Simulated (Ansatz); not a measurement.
# ZrO2: the cost of one run

Computed with Ansatz 0.2.0 through its Python package. Level of theory: DFT LDA, plane waves, PAW.

## (1) The structure

The structure is tetragonal, space group P4_2/nmc (No. 137). Conventional cell: a = 3.596 Å, b = 3.596 Å, c = 5.177 Å, α = 90.00°, β = 90.00°, γ = 90.00°. Zr (site symmetry -4m2) has 8 O at 2.08 to 2.37 Å as nearest neighbours. Around O (site symmetry 2mm) lie 4 Zr at 2.08 to 2.37 Å.

No structure file is read: the coordinates are typed or built in the script.

## (2) The code

File eos.py:

```python
'''Equation of state of ZrO2.'''

import ansatz as az
import numpy as np
from pymatgen.analysis.eos import EOS

VECTORS = np.array([
    [3.5961, 0.0, 0.0],
    [0.0, 3.5961, 0.0],
    [0.0, 0.0, 5.177],
])
SITES = [
    ('Zr', [0.0, 0.0, 0.0]),
    ('Zr', [0.5, 0.5, 0.5]),
    ('O', [0.0, 0.5, 0.203]),
    ('O', [0.0, 0.5, 0.703]),
    ('O', [0.5, 0.0, 0.297]),
    ('O', [0.5, 0.0, 0.797]),
]


def make_crystal(cell):
    crystal = az.Crystal(lattice=az.Lattice.of(cell))
    for symbol, position in SITES:
        crystal = crystal.atom(symbol, position)
    return crystal


def main() -> None:
    # uniform scaling of the cell
    volumes, energies = [], []
    for scale in np.linspace(0.94, 1.06, 7):
        cell = VECTORS * scale ** (1 / 3)
        base = (
            make_crystal(cell).calculation()
            .functional(az.Functional.LDA)
            .basis(470)
            .occupations(az.OccupationsMethod.FIXED)
            .kpoints(6, 6, 4)
        )
        rep = base.run(threads=1).report
        volumes.append(abs(np.linalg.det(cell)) / len(SITES))
        energies.append(rep['free_energy_ev'] / len(SITES))
        print(f'V = {volumes[-1]:8.4f} A^3/atom  F = {energies[-1]:.5f} eV/atom')

    for form in ['vinet']:
        fit = EOS(eos_name=form).fit(volumes, energies)
        print(f'{form:18s} V0 {fit.v0:8.4f} A^3/atom  B0 {fit.b0_GPa:7.1f} GPa  B1 {fit.b1:5.2f}')


if __name__ == '__main__':
    main()
```

## (3) The input behind the calls

The engine receives this input (first run):

```yaml
crystal:
  lattice:
    - [3.5226896055520305, 0.0, 0.0]
    - [0.0, 3.5226896055520305, 0.0]
    - [0.0, 0.0, 5.071317284820462]
  atoms:
    - { symbol: Zr, position: [0.0, 0.0, 0.0] }
    - { symbol: Zr, position: [0.5, 0.5, 0.5] }
    - { symbol: O, position: [0.0, 0.5, 0.203] }
    - { symbol: O, position: [0.0, 0.5, 0.703] }
    - { symbol: O, position: [0.5, 0.0, 0.297] }
    - { symbol: O, position: [0.5, 0.0, 0.797] }
basis:
  ecutwfc: 470.0
kpoints:
  mp_grid:
    grid: [6, 6, 4]
hamiltonian:
  xc: lda
scf:
  occupations:
    method: fixed
```

## (4) Running it

On the command line:

```console
python eos.py
```

**Question.** How long does this script take on 1 thread of Arm Neoverse V2, shared host, and how much memory does it need?

About 20 s, with a peak of 0.49 GiB.
